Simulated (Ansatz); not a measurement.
## TiAl$_{2}$: a film clamped to a substrate

Computed with DFT r2SCAN, scalar-relativistic, plane waves, PAW (Ansatz 0.2.0). The runs took a 500 eV cutoff, a Γ-centred 14×14×12 mesh and Gaussian smearing (0.15 eV). No spin polarisation. Energies are free energies at this smearing, counted from the undisturbed cell; pressure is positive in compression.

The undisturbed cell (relaxed at this level; it needn't be the usual structure):

```yaml
crystal:
  lattice:
    - [1.95668, -6.03394, 0.00000]
    - [1.95668, 6.03394, 0.00000]
    - [0.00000, 0.00000, 3.99286]
  atoms:
    - { symbol: Ti, position: [0.65642, 0.34358, 0.00000] }
    - { symbol: Ti, position: [0.34358, 0.65642, 0.00000] }
    - { symbol: Al, position: [0.00000, 0.00000, 0.00000] }
    - { symbol: Al, position: [0.82742, 0.17258, 0.50000] }
    - { symbol: Al, position: [0.17258, 0.82742, 0.50000] }
    - { symbol: Al, position: [0.50000, 0.50000, 0.50000] }
```

The cell (6 atoms, V0 = 94.28 Å³) is strained by p along both x and y and by q along z, fractional coordinates fixed. τp = (1/V0) ∂E/∂p = (σxx + σyy)(1 + p)(1 + q) and τq = (1/V0) ∂E/∂q = σzz(1 + p)², with tension positive.

```csv
p,q,ΔE (meV/atom),τp (GPa),τq (GPa)
0.000,0.000,0.00,-0.12,0.10
-0.050,0.000,81.72,-35.35,-7.60
0.050,0.000,62.17,23.85,6.37
0.000,-0.050,26.75,-8.13,-11.37
0.000,0.050,23.96,5.91,9.28
```

Task: Get the second derivatives of the energy density.

Result: Central differences give A = ∂τp/∂p = 592 GPa (C11 + C22 + 2 C12), C = ∂τq/∂q = 206 GPa (C33) and the cross term B = ∂τq/∂p = 140 GPa (C13 + C23); ∂τp/∂q = 140 GPa must equal B, and any difference shows higher-order terms. Steps this large leave an error of some per cent of A or C in all of these, which can swamp a small B. The ions are clamped.

Task: A film of this crystal grows with z along the normal on a substrate that imposes p. How does its thickness respond, and what does the misfit cost?

Result: Count p and q from the stress-free cell. A free surface needs τq = 0, so q = −(B/C) p = -0.68 p. The energy density left is (A − B²/C) p²/2 = M p², with the biaxial modulus M = 249 GPa; a misfit of 1 % costs 2.44 meV/atom, against 2.90 meV/atom if the thickness were held.

Forces appear on the atoms along this scan, and letting them relax would lower the energy and soften the response. In a metal these slopes depend on the k mesh and the smearing.

Cost: 9 runs of about 15 core-minutes in all, on Oxide Virtual Turin-like Processor (Zen 5) (shared hosts).

Stretching the film in its plane thins it, but by far less than constant volume would require, so the cell swells under in-plane tension and shrinks under compression. The coupling between plane and normal is modest beside the stiffness along z, which is why freeing the thickness lowers the misfit cost only from 2.90 to 2.44 meV/atom. This probably reflects directional Ti d–Al p bonding, which resists changes of bond angle as well as of length, in keeping with the low Poisson ratios typical of titanium aluminides. Compression costs more than equal extension along both strain paths, as expected when short-range repulsion rises faster than cohesion weakens.

The large A is no sign that the plane is stiffer than the normal, since it sums two axial constants and their mutual coupling. The two in-plane axes are also inequivalent in this orthorhombic cell, so the biaxial modulus is an average that doesn't show how the stress divides between them, or what a substrate with unequal misfits along x and y would cost.
